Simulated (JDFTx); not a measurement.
Runs of JDFTx 1.7.0 (patched build) on ScAl3. The structure is cubic, space group Pm-3m (No. 221). Conventional cell: a = 4.088 Å, b = 4.088 Å, c = 4.088 Å, α = 90.00°, β = 90.00°, γ = 90.00°. Sc (site symmetry m-3m) is surrounded by 12 Al at 2.89 Å. Around Al (site symmetry 4/mmm) lie 4 Sc at 2.89 Å and 8 Al at 2.89 Å. The cell is a database's computed one.

```csv
level,U,gap on the mesh (eV),pressure (GPa)
PBE+U,Sc d U = 1 eV,none,1.5
PBE+U,Sc d U = 8 eV,none,8.6
PBE,-,none,0.9
PBE+U,Sc d U = 6 eV,none,5.8
PBE+U,Sc d U = 4 eV,none,(a)
PBE+U,Sc d U = 3 eV,none,2.9
PBE+U,Sc d U = 2 eV,none,(b)
```

Alike in all rows: task single point; potentials or basis PseudoDojo-SR-PBE-0.5-standard with smoothed tails; no spin polarisation; cell as given; k mesh 7 × 7 × 7; cutoff (eV) 1061; smearing fermi-dirac 0.05 eV.

Task: Fill in the values left out.

Result: (a) 3.7; (b) 2.2.

Caveats: the empty levels aren't tightly converged; U without spin polarisation on a metal has little footing (some runs); the U is typed as a test and isn't derived for this compound (some runs).

A gap of «none» marks a metal or a gap under the smearing width.
